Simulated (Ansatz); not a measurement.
Runs of Ansatz 0.2.0 on SnTe. The structure is cubic, space group F-43m (No. 216). The conventional cell has a = 7.222 Å, b = 7.222 Å, c = 7.222 Å, α = 90.00°, β = 90.00°, γ = 90.00°. Around Te (site symmetry -43m) lie 4 Sn at 3.13 Å. Sn (site symmetry -43m) is surrounded by 4 Te at 3.13 Å. Measurements of this composition are mostly on another form, of space group No. 225.

```tsv
level	gap on the mesh (eV)	pressure (GPa)	relaxed volume (Å³/atom)
r2SCAN+rVV10	0.24	0.0	(b)
r2SCAN+D3(BJ)-ATM	0.32	0.0	45.50
r2SCAN	(c)	0.0	46.01
r2SCAN+D4	0.31	0.0	(a)
r2SCAN+D3(BJ)	0.31	0.0	45.41
```

Alike in all rows: task relaxation of cell and atoms; potentials or basis Ansatz PAW; no spin polarisation; cell relaxed; k mesh 7 × 7 × 7; cutoff (eV) 500; smearing fermi-dirac 0.05 eV.

Question: Fill in the values left out.

Answer: (a) 45.47; (b) 45.06; (c) 0.34.

Caveats: odd divisions of the mesh miss points on the zone boundary, where band edges often lie, so the gap on the mesh can be too wide; the plane-wave basis is chosen anew once the cell has moved, so the energies of steps on either side of that aren't comparable; spin-orbit coupling is left out, which moves the levels of the heavy elements; the PAW data sets come from PBE, with cores solved anew for the run's functional, which leaves a small shift of forces and pressure; the dispersion damping was fitted for another functional or another form of the correction (some runs).

A k mesh can miss the band edges, and the runs leave out spin-orbit coupling on Sn, Te.
